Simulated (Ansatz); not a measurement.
Wanted: the native input for an Ansatz 0.2.0 run.

* Task: band structure
* Functional: PBEsol
* Potentials or basis: JTH PAW
* Cutoff: 1290 eV (not typed: the program's choice for these potentials)
* k mesh: 7 × 7 × 4
* Occupations: fermi-dirac, width 0.05 eV
* Spin: no spin polarisation
* Path: [["G", "M", "K", "G", "A", "L", "H", "A"], ["L", "M"], ["K", "H"]]
* Points for each segment of the path: 10

Crystal: Si2W.

```
W Si
1.0
     4.61685    0.00000    0.00000
    -2.30843    3.99831    0.00000
     0.00000    0.00000    6.65322
W Si
3 6
Cartesian
  2.3084 0.0000 3.3266
  1.1542 1.9992 5.5444
  -1.1542 1.9992 1.1089
  1.1332 0.6542 1.1089
  3.4837 0.6542 5.5444
  0.0000 1.3085 3.3266
  1.1753 3.3441 1.1089
  -1.1753 3.3441 5.5444
  2.3084 2.6899 3.3266
```

Measurements of this composition are mostly on another form, of space group No. 139.

One way to write it, as run:

input.yaml

```yaml
crystal:
  lattice:
    - [4.6168523821, 0.0, 0.0]
    - [-2.3084261911, 3.9983114484, 0.0]
    - [0.0, 0.0, 6.653222]
  atoms:
    - { symbol: W, position: [0.5, 0.0, 0.5] }
    - { symbol: W, position: [0.5, 0.5, 0.8333333333] }
    - { symbol: W, position: [0.0, 0.5, 0.1666666667] }
    - { symbol: Si, position: [0.327252, 0.163626, 0.1666666667] }
    - { symbol: Si, position: [0.836374, 0.163626, 0.8333333333] }
    - { symbol: Si, position: [0.163626, 0.327252, 0.5] }
    - { symbol: Si, position: [0.672748, 0.836374, 0.1666666667] }
    - { symbol: Si, position: [0.163626, 0.836374, 0.8333333333] }
    - { symbol: Si, position: [0.836374, 0.672748, 0.5] }
hamiltonian:
  xc: pbesol
  pseudopotentials: { kind: paw, source: jth, xc_functional: pbe }
kpoints:
  mp_grid: { grid: [7, 7, 4] }
  band_path:
    path:
      - [[0.0, 0.0, 0.0], [0.5, 0.0, 0.0], [0.3333333333, 0.3333333333, 0.0], [0.0, 0.0, 0.0], [0.0, 0.0, 0.5], [0.5, 0.0, 0.5], [0.3333333333, 0.3333333333, 0.5], [0.0, 0.0, 0.5]]
      - [[0.5, 0.0, 0.5], [0.5, 0.0, 0.0]]
      - [[0.3333333333, 0.3333333333, 0.0], [0.3333333333, 0.3333333333, 0.5]]
    npoints: 10
scf:
  occupations: { method: fermi_dirac, width: 0.05 }
  n_extra_bands: 22
output:
  forces: true
  stress: true
  eigenvalues: true
  fatbands: false
```

Potentials or basis: JTH PAW.

The run is started by

```sh
$ ansatz run input.yaml --threads 4 --pin off --max-ram 11264MiB --backend cpu --events-out ev --progress --plain --runs-dir out
```

It gave:

The pressure is -5.5 GPa and the largest force is 0.033 eV/Å. The band gap along the path is none (metal or under the smearing width).

Caveat: spin-orbit coupling is left out, which moves the levels of the heavy elements.

It took 47 s on 4 threads of Arm Neoverse V2, on a shared host, peak memory 2.2 GiB.
